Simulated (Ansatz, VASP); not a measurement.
## One calculation of KI, two programs

The input POSCAR:

```
KI
1.0
    0.0000000000      3.4368924838      3.5442842980
    3.4368924838      0.0000000000      3.5442842980
    3.4368924838      3.4368924838      0.0000000000
K I
1 1
Direct
    0.0000000000      0.0000000000      0.0000000000
    0.5000000000      0.5000000000      0.5000000000
```

Contents of INCAR.step1:

```
SYSTEM = KI
PREC = Accurate
ENCUT = 520
ISMEAR = 0
SIGMA = 0.01
LREAL = .FALSE.
LASPH = .TRUE.
NELM = 100
NBANDS = 15
GGA = PE
ALGO = Normal
EDIFF = 1E-4
LWAVE = .TRUE.
LCHARG = .FALSE.
```

INCAR.step2

```
SYSTEM = KI
PREC = Accurate
ENCUT = 520
EDIFF = 1E-6
ISMEAR = 0
SIGMA = 0.01
LREAL = .FALSE.
LASPH = .TRUE.
NELM = 100
ALGO = Normal
ISIF = 2
LWAVE = .FALSE.
LCHARG = .FALSE.
METAGGA = R2SCAN
LMIXTAU = .TRUE.
NBANDS = 15
ISTART = 1
```

The input KPOINTS:

```
regular mesh
0
G
  6 6 6
  0 0 0
```

Input for Ansatz:

```yaml
crystal:
  lattice:
    - [0.0, 3.4368924838, 3.544284298]
    - [3.4368924838, 0.0, 3.544284298]
    - [3.4368924838, 3.4368924838, 0.0]
  atoms:
    - { symbol: K, position: [0.0, 0.0, 0.0] }
    - { symbol: I, position: [0.5, 0.5, 0.5] }
kpoints:
  mp_grid: { grid: [6, 6, 6] }
  band_path:
    path:
      - [0.0, 0.0, 0.0]
      - [0.5, 0.0, 0.5]
      - [0.625, 0.25, 0.625]
      - [0.375, 0.375, 0.75]
      - [0.5, 0.5, 0.5]
      - [0.5, 0.25, 0.75]
    npoints: 1
hamiltonian:
  xc: r2scan
scf:
  occupations: { method: fixed }
  n_extra_bands: 4
output:
  forces: true
  stress: true
  eigenvalues: true
```

Change from the starting cell: biaxial_xy strain -3.0%.

Alike in both runs: task single point; functional r2SCAN; k mesh 6 × 6 × 6; no spin polarisation.

|  | VASP | Ansatz |
| --- | --- | --- |
| version | VASP 6.6.1 | Ansatz 0.2.0 |
| potentials or method | VASP PAW PBE potentials, release 64 (K_sv, I) | plane waves, PAW |
| plane-wave cutoff (eV) | 520 | 500 |
| occupations | gaussian, width 0.01 eV | fixed |
| valence electrons in the cell | 16 | 26 |

Ansatz gave:

| Item | Value |
| --- | --- |
| gap on the k mesh at the Fermi level (eV) | 4.74 |
| pressure (GPa) | 1.0 |
| largest component of the traceless stress (GPa) | 0.72 |

Estimate VASP's values.

gap on the k mesh at the Fermi level (eV): 4.74; pressure (GPa): 1.0; largest component of the traceless stress (GPa): 0.73.

The two sets of potentials don't hold the same shells in valence.

Caveats: the PAW data sets were made with another functional, which shifts forces and pressure a little (VASP); spin-orbit coupling is left out, which moves the levels of the heavy elements.
